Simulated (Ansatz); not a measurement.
# RbBr: the cost of one run

Method: DFT r2SCAN, scalar-relativistic, plane waves, PAW, in Ansatz 0.2.0.

5 further runs of the same task are left out: 3 that didn't finish, 2 set aside as unsound or not needed.

## Step 1: The starting structure

It takes space group Pm-3m (No. 221, cubic). Conventional cell: a = 4.126 Å, b = 4.126 Å, c = 4.126 Å, α = 90.00°, β = 90.00°, γ = 90.00°. Rb (site symmetry m-3m) is surrounded by 8 Br at 3.57 Å. Br (site symmetry m-3m) is surrounded by 8 Rb at 3.57 Å.

As a file:

```xyz
2
Lattice="4.1261 0.0000 0.0000 0.0000 4.1261 0.0000 0.0000 0.0000 4.1261" Properties=species:S:1:pos:R:3 pbc="T T T"
Rb    0.0000    0.0000    0.0000
Br    2.0630    2.0630    2.0630
```

It goes back to an entry of the Materials Project, which need not be the stable form.

This cell was relaxed beforehand with the same method: volume 35.12 Å³/atom, gap on the mesh 4.83 eV.

The unstrained cell comes from an earlier run at this level (2 atoms, E(σ→0) -6074.7879 eV, gap 4.83 eV over the zone).

## Step 2: At -1.5 %

Contents of input.yaml:

```yaml
crystal:
  lattice:
    - [4.1415500899, 0.0, 0.0]
    - [0.0, 4.1415500899, 0.0]
    - [0.0, 0.0, 4.0641861405]
  atoms:
    - { symbol: Rb, position: [0.0, 0.0, 0.0] }
    - { symbol: Br, position: [0.5, 0.5, 0.5] }
basis:
  ecutwfc: 500
kpoints:
  mp_grid: { grid: [6, 6, 6] }
hamiltonian:
  xc: r2scan
scf:
  occupations: { method: gaussian, width: 0.02 }
output:
  forces: true
  stress: true
  eigenvalues: true
relax:
  adjacent_minimum: "off"
  f_tol: 0.008
  max_steps: 40
  cell: { stress_tol: 0.015, fix: [c, angles] }
```

On the command line:

```sh
ansatz run input.yaml --threads 1 --pin off --max-ram 1331MiB --backend cpu --events-out ev --progress --plain --runs-dir out
```

What time and memory should one allow on 1 thread of an Arm CPU, shared host?

About 25 s, with a peak of 0.47 GiB.
